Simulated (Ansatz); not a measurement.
The system is Sn.

```xyz
1
Lattice="-2.0292 2.0292 1.6608 2.0292 -2.0292 1.6608 2.0292 2.0292 -1.6608" Properties=species:S:1:pos:R:3 pbc="T T T"
Sn    0.0000    0.0000    0.0000
```

This isn't the form of Sn at room conditions, which is tetragonal (white tin).

| Property | Result |
| --- | --- |
| Program | Ansatz 0.2.0 |
| Task | relaxation of cell and atoms |
| Functional | PBEsol |
| Dispersion | D4 |
| Potentials or basis | Ansatz PAW |
| Cutoff | 420 eV (not typed: the program's choice for these potentials) |
| k mesh | 10 × 10 × 10 |
| Occupations | fermi-dirac, width 0.05 eV |
| Spin | no spin polarisation |

At the start: volume 27.35 Å³/atom.

Task: How do energy, volume and symmetry change on relaxing?

Result: It ends after 5 steps and the volume is 25.54 Å³/atom (-6.6 %); space group I4/mmm (No. 139, to 0.05 Å).

Step by step:
```
step  energy change (eV)  largest force (eV/Å)  volume (Å³)
   1              0.0000                0.0000        27.35
   2             -0.0215                0.0000        25.38
   3             -0.0219                0.0000        25.56
   4             -0.0220                0.0000        25.54
   5             -0.0216                0.0000        25.54
```

Final structure:
```cif
data_structure
_symmetry_space_group_name_H-M 'P 1'
_symmetry_Int_Tables_number 1
_cell_length_a 3.2353
_cell_length_b 3.2353
_cell_length_c 3.2353
_cell_angle_alpha 104.997
_cell_angle_beta 104.997
_cell_angle_gamma 118.847
_cell_volume 25.54
loop_
_atom_site_label
_atom_site_type_symbol
_atom_site_fract_x
_atom_site_fract_y
_atom_site_fract_z
_atom_site_occupancy
Sn1 Sn 0.00000 0.00000 0.00000 1
```

Caveat: the plane-wave basis is chosen anew once the cell has moved, so the energies of steps on either side of that aren't comparable; pairwise dispersion overbinds metals, which lowers pressure and volume; the PAW data sets come from PBE, with cores solved anew for the run's functional, which leaves a small shift of forces and pressure.
